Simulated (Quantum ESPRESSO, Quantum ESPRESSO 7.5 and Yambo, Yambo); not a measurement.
## A GW chain in Yambo: LiBr (Fm-3m)

Aim: the G0W0 gap of LiBr (Fm-3m) on PBE, step by step.

Calculated with Quantum ESPRESSO 7.5 and Yambo 5.3.0; PBE and many-body steps on it, plane waves.

Most raw output is cut from this account.

**1. Set-up**

The structure is cubic, space group Fm-3m (No. 225). Conventional cell: a = 5.501 Å, b = 5.501 Å, c = 5.501 Å, α = 90.00°, β = 90.00°, γ = 90.00°. Li has 6 Br at 2.75 Å nearest. Nearest to Br lie 6 Li at 2.75 Å. Farther neighbours and most contacts between anions are not listed.

The cell and positions come from the Crystallography Open Database and are kept as given unless a step says otherwise.

**2. Ground state**

This step: Quantum ESPRESSO 7.5; DFT, PBE, plane waves, norm-conserving pseudopotentials.

The ground-state density comes first.

pw.in reads:

```
&control
  calculation = 'scf'
  prefix = 'x'
  outdir = 'o'
  pseudo_dir = 'pseudo'
/
&system
  ibrav = 0
  nat = 2
  ntyp = 2
  ecutwfc = 76.0
  nbnd = 15
  force_symmorphic = .true.
/
&electrons
  conv_thr = 1e-10
  electron_maxstep = 80
  mixing_beta = 0.5
/
ATOMIC_SPECIES
  Li 6.94 Li.upf
  Br 79.904 Br.upf
CELL_PARAMETERS angstrom
  0.0000000000 2.7506500000 2.7506500000
  2.7506500000 0.0000000000 2.7506500000
  2.7506500000 2.7506500000 0.0000000000
ATOMIC_POSITIONS crystal
  Li 0.0000000000 0.0000000000 0.0000000000
  Br 0.5000000000 0.5000000000 0.5000000000
K_POINTS automatic
  6 6 6 0 0 0
```

Run with:

```
$ OMP_NUM_THREADS=1 mpirun -n 8 pw.x -nk 8 -in pw.in > pw.out
```

Elapsed: 2.5 s, on 8 MPI ranks of AMD EPYC 9B14 (Zen 4), shared host; peak memory 0.51 GiB; 19 s of CPU time.

This step gave:

- total energy: -3882.9009 eV
- gap: 4.938 eV
- k of the valence top: 0, 0, 0
- k of the conduction bottom: 0, 0, 0
- least direct gap: 4.938 eV

The gap is direct, at Γ.

**3. Bands along the symmetry lines**

The cheap functional maps the bands first; the places of the edges decide which points the dearer methods must see.

pw.in reads:

```
&control
  calculation = 'bands'
  prefix = 'x'
  outdir = 'o'
  pseudo_dir = 'pseudo'
/
&system
  ibrav = 0
  nat = 2
  ntyp = 2
  ecutwfc = 76.0
  nbnd = 16
  force_symmorphic = .true.
/
&electrons
  conv_thr = 1e-9
  electron_maxstep = 80
  diago_full_acc = .true.
  diago_thr_init = 5e-6
/
ATOMIC_SPECIES
  Li 6.94 Li.upf
  Br 79.904 Br.upf
CELL_PARAMETERS angstrom
  0.0000000000 2.7506500000 2.7506500000
  2.7506500000 0.0000000000 2.7506500000
  2.7506500000 2.7506500000 0.0000000000
ATOMIC_POSITIONS crystal
  Li 0.0000000000 0.0000000000 0.0000000000
  Br 0.5000000000 0.5000000000 0.5000000000
K_POINTS crystal
  50
  0.00000000 0.00000000 0.00000000 1
  0.06250000 0.00000000 0.06250000 1
  0.12500000 0.00000000 0.12500000 1
  0.18750000 0.00000000 0.18750000 1
  0.25000000 0.00000000 0.25000000 1
  0.31250000 0.00000000 0.31250000 1
  0.37500000 0.00000000 0.37500000 1
  0.43750000 0.00000000 0.43750000 1
  0.50000000 0.00000000 0.50000000 1
  0.51562500 0.03125000 0.51562500 1
  0.53125000 0.06250000 0.53125000 1
  0.54687500 0.09375000 0.54687500 1
  0.56250000 0.12500000 0.56250000 1
  0.57812500 0.15625000 0.57812500 1
  0.59375000 0.18750000 0.59375000 1
  0.60937500 0.21875000 0.60937500 1
  0.62500000 0.25000000 0.62500000 1
  0.37500000 0.37500000 0.75000000 1
  0.32812500 0.32812500 0.65625000 1
  0.28125000 0.28125000 0.56250000 1
  0.23437500 0.23437500 0.46875000 1
  0.18750000 0.18750000 0.37500000 1
  0.14062500 0.14062500 0.28125000 1
  0.09375000 0.09375000 0.18750000 1
  0.04687500 0.04687500 0.09375000 1
  0.00000000 0.00000000 0.00000000 1
  0.06250000 0.06250000 0.06250000 1
  0.12500000 0.12500000 0.12500000 1
  0.18750000 0.18750000 0.18750000 1
  0.25000000 0.25000000 0.25000000 1
  0.31250000 0.31250000 0.31250000 1
  0.37500000 0.37500000 0.37500000 1
  0.43750000 0.43750000 0.43750000 1
  0.50000000 0.50000000 0.50000000 1
  0.50000000 0.46875000 0.53125000 1
  0.50000000 0.43750000 0.56250000 1
  0.50000000 0.40625000 0.59375000 1
  0.50000000 0.37500000 0.62500000 1
  0.50000000 0.34375000 0.65625000 1
  0.50000000 0.31250000 0.68750000 1
  0.50000000 0.28125000 0.71875000 1
  0.50000000 0.25000000 0.75000000 1
  0.50000000 0.21875000 0.71875000 1
  0.50000000 0.18750000 0.68750000 1
  0.50000000 0.15625000 0.65625000 1
  0.50000000 0.12500000 0.62500000 1
  0.50000000 0.09375000 0.59375000 1
  0.50000000 0.06250000 0.56250000 1
  0.50000000 0.03125000 0.53125000 1
  0.50000000 0.00000000 0.50000000 1
```

Run time: 2.1 s. Hardware: 8 MPI ranks; peak memory 0.45 GiB.

This step gave:

```yaml
gap: 4.933 eV
k_of_the_valence_top: 0.0938, 0.0938, 0.1875
k_of_the_conduction_bottom: 0, 0, 0
least_direct_gap: 4.938 eV
```

The gap is 4.933 eV, −0.005 eV from the run before at this level.

Electronic bands along the path, in eV, zero at the top of the highest filled band:

```csv
point,band 7,band 8,band 9,band 10,band 11,band 12,band 13,band 14
Γ,-13.44,0.00,0.00,0.00,4.93,10.52,10.52,10.52
halfway,-13.13,-1.59,-0.62,-0.62,7.16,8.25,8.36,11.05
X,-12.78,-2.88,-1.14,-1.14,6.24,7.12,11.61,12.43
halfway,-12.78,-2.78,-1.38,-1.06,6.43,7.55,11.30,11.59
U,-12.80,-2.49,-1.85,-0.86,6.64,8.73,10.30,10.57
jump to K,-12.80,-2.49,-1.85,-0.86,6.64,8.73,10.30,10.57
halfway,-13.12,-1.81,-0.90,-0.09,6.72,8.86,8.96,9.34
Γ,-13.44,0.00,0.00,0.00,4.93,10.52,10.52,10.52
halfway,-13.22,-1.68,-0.14,-0.14,5.97,9.20,9.20,9.74
L,-12.97,-2.88,-0.27,-0.27,5.63,8.11,8.11,11.75
halfway,-12.88,-2.60,-1.34,-0.61,7.06,7.88,9.22,10.67
W,-12.78,-2.14,-2.14,-1.14,8.01,8.57,9.45,9.45
halfway,-12.78,-2.68,-1.47,-1.14,6.76,7.83,10.60,10.99
X,-12.78,-2.88,-1.14,-1.14,6.24,7.12,11.61,12.43
```

**4. Empty states on the mesh, 4×4×4 mesh, 104 bands**

The sums over transitions need many empty states on a uniform mesh; this step solves for them.

pw.in reads:

```
&control
  calculation = 'nscf'
  prefix = 'x'
  outdir = 'o'
  pseudo_dir = 'pseudo'
/
&system
  ibrav = 0
  nat = 2
  ntyp = 2
  ecutwfc = 76.0
  nbnd = 104
  force_symmorphic = .true.
/
&electrons
  conv_thr = 1e-9
  electron_maxstep = 80
  diago_full_acc = .true.
  diago_thr_init = 5e-6
/
ATOMIC_SPECIES
  Li 6.94 Li.upf
  Br 79.904 Br.upf
CELL_PARAMETERS angstrom
  0.0000000000 2.7506500000 2.7506500000
  2.7506500000 0.0000000000 2.7506500000
  2.7506500000 2.7506500000 0.0000000000
ATOMIC_POSITIONS crystal
  Li 0.0000000000 0.0000000000 0.0000000000
  Br 0.5000000000 0.5000000000 0.5000000000
K_POINTS automatic
  4 4 4 0 0 0
```

Run with:

```
$ OMP_NUM_THREADS=1 mpirun -n 8 pw.x -nk 4 -in pw.in > pw.out
```

Run time: 2.8 s. Hardware: 8 MPI ranks; peak memory 0.52 GiB; 20 s of CPU time.

Numbers from this step:

| Item | Value |
| --- | --- |
| gap | 4.938 eV |
| k of the valence top | 0, 0, 0 |
| k of the conduction bottom | 0, 0, 0 |
| least direct gap | 4.938 eV |
| k points computed | 8 |
| lowest point of the top converged band, above the valence top | 91.8392 eV |

On this mesh the gap is 4.938 eV.

**5. Conversion and set-up**

This step: Yambo 5.3.0; conversion and set-up on PBE, plane waves, norm-conserving pseudopotentials.

The states are converted to the many-body program's format and the q mesh is built.

Run with:

```
$ (cd o/x.save; p2y > p2y.log; mv SAVE ../..); yambo > setup.log
```

The job ended after 2.5 s (1 MPI rank; peak memory 0.24 GiB).

**6. Screening and self-energy, 4×4×4 mesh, 104 bands, screening to 163.3 eV**

G0W0 replaces the xc potential by the self-energy, built once from these orbitals. Only a window of levels is corrected, while the sums run over the empty bands that the input names.

This step: G0W0 on PBE, plane waves, norm-conserving pseudopotentials.

gw1.in reads:

```
HF_and_locXC
gw0
dyson
ppa
em1d
rim_cut
RandQpts= 1000000
RandGvec= 1 RL
EXXRLvcs= 76 Ry
VXCRLvcs= 304 Ry
Chimod= "HARTREE"
% BndsRnXp
 1 | 104 |
%
NGsBlkXp= 12 Ry
% LongDrXp
 1 | 1 | 1 |
%
% GbndRnge
 1 | 104 |
%
DysSolver= "n"
ExtendOut
PPAPntXp= 27.21138 eV
% QPkrange
 1 | 1 | 9 | 12 |
%
```

Run with:

```
$ OMP_NUM_THREADS=1 mpirun -n 8 yambo -F gw1.in -J gw1 -C gw1 > gw1.log
```

Run time: 19 s. Hardware: 8 MPI ranks; peak memory 2.8 GiB.

Numbers from this step:

```yaml
g0w0_gap_on_the_points_computed: 7.834 eV
starting_gap_on_the_mesh: 4.938 eV
k_of_the_valence_top: 0, 0, 0
k_of_the_conduction_bottom: 0, 0, 0
least_direct_g0w0_gap_on_the_computed_points: 7.834 eV
z_at_the_valence_top: 0.8190
z_at_the_conduction_bottom: 0.8481
```

The gap on the mesh goes from 4.94 eV to 7.83 eV, a correction of +2.90 eV.

Limits: finite bands, cutoff and mesh; no spin-orbit coupling; coarse k mesh. v1 is the top filled band, c1 the lowest empty one. Levels before and after the correction, in eV, zero at the valence-band top of each column:

```csv
,conduction bottom,valence top
Kohn-Sham,4.94,0.00
G0W0,7.83,0.00
```

```csv
,level,energy (eV)
Kohn-Sham,Γ v2-v1,0.000
Kohn-Sham,Γ c1,4.938
Kohn-Sham,Γ c2,10.521
G0W0,Γ v2-v1,0.000
G0W0,Γ c1,7.834
G0W0,Γ c2,14.026
```

**7. Where the time went**

Times are wall times on the hardware named with each run, good to a factor of about two.

```csv
step,time,share,memory (GiB)
ground state,2.5 s,9 %,0.51
bands along the symmetry lines,2.1 s,7 %,0.45
empty states on the mesh,2.8 s,10 %,0.52
conversion and set-up,2.5 s,9 %,0.24
screening and self-energy,19 s,66 %,2.8
```

**8. Outcome**

| Property | Result |
| --- | --- |
| PBE gap | 4.93 eV, indirect (only 5 meV under the direct gap) |
| G0W0 gap on the mesh | 7.83 eV |
| GW settings | 4×4×4 mesh, 104 bands, screening to 163.3 eV, Godby-Needs plasmon pole |
| known limits | not at the basis limit; no spin-orbit coupling; coarse k mesh |

In words: G0W0 moves the gap on the mesh from 4.94 eV to 7.83 eV (+2.90 eV), with Z of 0.82 and 0.85 at the edges. Only 1 of the mesh's irreducible points was corrected, so a valley elsewhere could overtake. The dearest step here is «screening and self-energy». Bands and cutoff are finite, so the gap is not at the basis limit. The miss can reach some tenths of an eV and take either sign; the mesh is an error of its own. In the G0W0 run levels were corrected at 1 k point alone, so a gap called «on the mesh» is the least over those, and an edge elsewhere would be missed. The 4×4×4 mesh is coarse for this cell, which bears on the long-range parts of exchange and screening. The many-body steps are scalar-relativistic: spin-orbit coupling is not in them.

[Paths, hosts, dates, memory and timing lines, banners, echoed tables and standing remarks are left out of the program output.]

[Logs are printed without paths, hosts, clocks, repeated set-up lines and the standing remarks that a program may print on its own settings, such as how far it seeks lower states.]

[Runs of the session that timed out or met a known fault of the program may be left out.]

[Hosts, paths, dates, database ids (printed as entryN), source tags and the programs' standing remarks are cut or masked in the printed files.]
